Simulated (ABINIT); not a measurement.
Here is an ABINIT 10.8.3 (patched build) calculation.

File run.abi:

```
ndtset 7
getwfk -1
scalecart1 3*0.9795861087
scalecart2 3*0.9864848297
scalecart3 3*0.9932883884
scalecart4 3*1.0000000000
scalecart5 3*1.0066227096
scalecart6 3*1.0131594038
scalecart7 3*1.0196128224

pp_dirpath "./"
pseudos "Zn.GGA_PBE-JTH.xml"

acell 5.1356176097 5.1356176097 5.1356176097
rprim
    -0.5773502692     0.5773502692     0.5773502692
     0.5773502692    -0.5773502692     0.5773502692
     0.5773502692     0.5773502692    -0.5773502692
ntypat 1
znucl 30
natom 1
typat 1
xred
     0.0000000000     0.0000000000     0.0000000000

ecut 22.0
pawecutdg 44.0
pawxcdev 0

kptopt 1
ngkpt 12 12 12
nshiftk 1
shiftk 0.0 0.0 0.0

ixc -116133

nband 10
occopt 3
tsmear 0.00183747

nstep 100
tolvrs 1.0e-9

iomode 3
prtwf 1
prtden 0
prteig 0
prtebands 0
```

Potentials or basis: JTH PAW PBE v2.0.

The run is started by

```sh
$ abinit run.abi > log 2>&1
```

(1) Predict the bulk modulus.

(2) Predict the equilibrium volume.

Results:

(1) 70 GPa (rough).

(2) 14.15 Å³/atom (rough: see the caveat).

Caveat: pressures at fixed basis lie under the slope of the energies; the minimum lies outside the volumes run; the PAW data sets were made with another functional, which shifts forces and pressure a little.
